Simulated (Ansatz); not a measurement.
Predict the output of the script below (the Ansatz DFT code, driven from Python).

Input file `cs_cs.vasp`:
```text
Cs
1.0
  -3.03350000    3.03350000    3.03350000
   3.03350000   -3.03350000    3.03350000
   3.03350000    3.03350000   -3.03350000
Cs
1
Direct
   0.00000000    0.00000000    0.00000000
```

`cohesive.py`
```python
"""Cohesive energy of Cs from free atoms."""

from collections import Counter

import ansatz as az
from ase.io import read


def counts(outcome):
    return Counter(site.symbol for site in outcome.lattice.sites)

UNPAIRED = {"Cs": 1}  # unpaired electrons of the free atoms


def ground_state(name, crystal):
    calc = (
        crystal.calculation()
        .functional(az.Functional.PBE)
        .basis(520)
        .kpoints(spacing=0.33)
        .occupations("fermi_dirac", width=0.02)
    )
    if name.endswith(" atom"):
        calc = calc.kpoints(1, 1, 1).occupations("fermi_dirac", width=0.01)
        if UNPAIRED[name.split()[0]]:
            calc = calc.spin("collinear")
        return calc.run(threads=1)
    calc = calc.relax(force_tolerance=0.03, max_steps=40, cell=True)
    return calc.run(threads=1)

phases = {}
atoms = read("cs_cs.vasp", format="vasp")
cs = az.Crystal.from_ase(atoms)
phases["Cs"] = cs
# free atoms: a low-symmetry box, moments by the rule of Hund
for element, moment in UNPAIRED.items():
    phases[f"{element} atom"] = az.Lattice.orthorhombic(10.0, 10.5, 11.0).atom(element, (0.5, 0.5, 0.5), moment=moment or None)

done = {}
for name, crystal in phases.items():
    done[name] = ground_state(name, crystal)
    print(f"{name}: {done[name].report['energy_sigma0_ev']:.4f} eV, {len(done[name].lattice.sites)} atoms")

print({element: round(done[f"{element} atom"].report["magnetization_mub"], 2) for element in UNPAIRED}, "muB on the free atoms")
solid = done["Cs"]
n = counts(solid)
binding = (sum(k * done[f"{e} atom"].report["energy_sigma0_ev"] for e, k in n.items()) - solid.report["energy_sigma0_ev"]) / sum(n.values())
print(f"cohesive energy {binding:.3f} eV/atom = {96.4853 * binding:.0f} kJ/mol of atoms (no zero-point energy)")
```

```console
$ python cohesive.py
Cs: -5670.7667 eV, 1 atoms
Cs atom: -5670.1484 eV, 1 atoms
{'Cs': 1.0} muB on the free atoms
cohesive energy 0.618 eV/atom = 60 kJ/mol of atoms (no zero-point energy)
```

Notes:
- Total energies depend on the potentials; only differences at equal settings carry meaning.
- Other magnetic orders than the one started from may lie lower.
- For the metals among these phases the mesh is modest: differences between phases can be off by up to 40 meV an atom.
- The cells come from databases of deposited and of computed structures, and not all need be stable phases.
- Free atoms in a box carry small image and symmetry errors, and spin-orbit coupling is left out.
- Finished in 44 s on 1 thread of Intel(R) Xeon(R) Platinum 8375C CPU @ 2.90GHz (Ice Lake), on a shared host, peak memory 1.2 GiB.
